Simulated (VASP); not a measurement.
Calculation: AM05 GGA, VASP's PBE PAW potentials (set 64) (plane waves; VASP).

VASP input:

INCAR:
```
SYSTEM = CsI
PREC = Accurate; ENCUT = 520; LREAL = .FALSE.
LASPH = .TRUE.; ICHARG = 11
EDIFF = 1E-7; NELM = 100; ALGO = Normal
LMAXMIX = 4
ISMEAR = 0; SIGMA = 0.05
GGA = AM
LWAVE = .FALSE.; LCHARG = .FALSE.; LORBIT = 11
```

KPOINTS:
```
k-points along high-symmetry lines
15
Line-mode
Reciprocal
  0.000000   0.000000   0.000000 ! GAMMA
  0.000000   0.500000   0.000000 ! X

  0.000000   0.500000   0.000000 ! X
  0.500000   0.500000   0.000000 ! M

  0.500000   0.500000   0.000000 ! M
  0.000000   0.000000   0.000000 ! GAMMA

  0.000000   0.000000   0.000000 ! GAMMA
  0.500000   0.500000   0.500000 ! R

  0.500000   0.500000   0.500000 ! R
  0.000000   0.500000   0.000000 ! X

  0.500000   0.500000   0.500000 ! R
  0.500000   0.500000   0.000000 ! M
```

POSCAR:
```
CsI
4.6238160
  0.9999998948   0.0000000000   0.0000000000
  0.0000000000   0.9999998948   0.0000000000
  0.0000000000   0.0000000000   0.9999998948
Cs I
1 1
Cart
  0.0000000000   0.0000000000   0.0000000000
  0.4999999474   0.4999999474   0.4999999474
```

POTCAR, in this order: Cs_sv I (PBE.64 set). Program: vasp_std. Read from the step before: CHGCAR.

The resulting files:

**OSZICAR**
```
       N       E                     dE             d eps       ncg     rms          rms(c)
DAV:   1     0.934575691118E+02    0.93458E+02   -0.62800E+03  2160   0.110E+03
DAV:   2     0.263948394676E+01   -0.90818E+02   -0.85064E+02  3188   0.167E+02
DAV:   3    -0.520906371846E+01   -0.78485E+01   -0.78197E+01  2744   0.558E+01
DAV:   4    -0.532690993856E+01   -0.11785E+00   -0.11782E+00  2552   0.839E+00
DAV:   5    -0.532851788506E+01   -0.16079E-02   -0.16079E-02  2708   0.996E-01
DAV:   6    -0.532856619595E+01   -0.48311E-04   -0.48311E-04  2848   0.154E-01
DAV:   7    -0.532856716895E+01   -0.97300E-06   -0.97298E-06  2664   0.191E-02
DAV:   8    -0.532856720772E+01   -0.38778E-07   -0.38796E-07  2324   0.335E-03
   1 F= -.53285672E+01 E0= -.53285672E+01  d E =-.313198E-15
```

OUTCAR:
```
 val. band max:        0.5825123157   @ k =   0.5000   0.5000   0.0000

 cond. band min:       4.3431123481   @ k =   0.0000   0.0000   0.0000



 k-point     1 :       0.0000    0.0000    0.0000
  band No.  band energies     occupation
      1     -19.9006      2.00000
      2     -10.0461      2.00000
      3      -6.5746      2.00000
      4      -6.5746      2.00000
      5      -6.5746      2.00000
      6       0.4886      2.00000
      7       0.4886      2.00000
      8       0.4886      2.00000
      9       4.3431      0.00000
     10       4.8467      0.00000
     11       4.8467      0.00000
     12       8.2723      0.00000

 k-point     2 :       0.0000    0.0357    0.0000
  band No.  band energies     occupation
      1     -19.9004      2.00000
      2     -10.0461      2.00000
      3      -6.5765      2.00000
      4      -6.5739      2.00000
      5      -6.5739      2.00000
      6       0.4638      2.00000
      7       0.4871      2.00000
      8       0.4871      2.00000
      9       4.3740      0.00000
     10       4.8542      0.00000
     11       4.8734      0.00000
     12       8.2732      0.00000

 k-point     3 :       0.0000    0.0714    0.0000
  band No.  band energies     occupation
      1     -19.8996      2.00000
      2     -10.0461      2.00000
      3      -6.5822      2.00000
      4      -6.5719      2.00000
      5      -6.5719      2.00000
      6       0.3927      2.00000
      7       0.4825      2.00000
      8       0.4825      2.00000
      9       4.4629      0.00000
     10       4.8767      0.00000
     11       4.9534      0.00000
     12       8.2548      0.00000

 k-point     4 :       0.0000    0.1071    0.0000
  band No.  band energies     occupation
      1     -19.8984      2.00000
      2     -10.0462      2.00000
      3      -6.5913      2.00000
      4      -6.5687      2.00000
      5      -6.5687      2.00000
      6       0.2843      2.00000
      7       0.4751      2.00000
...
```

The density is held fixed in this step, so its total energy and stress have no physical meaning. Unless said otherwise, spin-orbit coupling is left out, though it shifts the bands of the heavy elements here.

The compound is CsI in the CsCl type structure. It was relaxed first.
